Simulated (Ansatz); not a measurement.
**Pressure coefficients of SiO₂**

```cif
data_structure
_symmetry_space_group_name_H-M 'I-42d'
_symmetry_Int_Tables_number 122
_cell_length_a 4.7481
_cell_length_b 4.7481
_cell_length_c 7.4880
_cell_angle_alpha 90.000
_cell_angle_beta 90.000
_cell_angle_gamma 90.000
_cell_volume 168.81
loop_
_atom_site_label
_atom_site_type_symbol
_atom_site_symmetry_multiplicity
_atom_site_Wyckoff_symbol
_atom_site_fract_x
_atom_site_fract_y
_atom_site_fract_z
_atom_site_occupancy
Si1 Si 4 a 0.00000 0.00000 0.00000 1
O1 O 8 d 0.25000 0.62338 0.37500 1
```

The runs use the primitive cell with vectors (-2.374, 2.374, 3.744), (2.374, -2.374, 3.744), (2.374, 2.374, -3.744) Å, to which the k mesh refers.

The cell is COD entry 9006285, as deposited and not checked against the literature; nothing was relaxed.

Level of theory: DFT, PBEsol, all-electron LAPW, scalar-relativistic (Ansatz 0.2.0).

Sampling and basis: a Γ-centred 7×7×7 k mesh, Fermi–Dirac smearing of 0.03 eV, basis error target 1 meV/atom, no spin polarisation.

The cell is scaled evenly with fractional coordinates held. Semilocal gaps are too small, but their slopes carry over better.

```json
{"V/V(cell)": "0.9400", "P (GPa)": "12.95", "gap on the k mesh (eV)": "6.369"}
{"V/V(cell)": "0.9600", "P (GPa)": "8.56", "gap on the k mesh (eV)": "6.243"}
{"V/V(cell)": "0.9800", "P (GPa)": "4.59", "gap on the k mesh (eV)": "6.114"}
{"V/V(cell)": "0.9900", "P (GPa)": "2.76", "gap on the k mesh (eV)": "6.049"}
{"V/V(cell)": "1.0000", "P (GPa)": "1.01", "gap on the k mesh (eV)": "5.984"}
{"V/V(cell)": "1.0100", "P (GPa)": "-0.65", "gap on the k mesh (eV)": "5.918"}
{"V/V(cell)": "1.0200", "P (GPa)": "-2.23", "gap on the k mesh (eV)": "5.851"}
{"V/V(cell)": "1.0400", "P (GPa)": "-5.15", "gap on the k mesh (eV)": "5.716"}
```

Problem. From the rows at 0.9900 and 1.0100, what is the bulk modulus at the cell's volume?

Solution. B = −ΔP/Δln V = −[(-0.65) − (2.76)]/0.02000 = 170.5 GPa.

Problem. What are the gap's volume deformation potential and pressure coefficient?

Solution. dEg/dln V = (5.918 − 6.049)/0.02000 = -6.55 eV, and dEg/dP = −(dEg/dln V)/B = 38 meV/GPa: pressure widens the gap.

Problem. Predict the row at V/V(cell) = 1.0600. How far is a linear estimate of P off?

Solution. P = -7.79 GPa, gap 5.580 eV. The linear estimate P(cell) − B ln(V/V(cell)) = -8.92 GPa misses by 1.13 GPa, since the modulus falls on expansion.
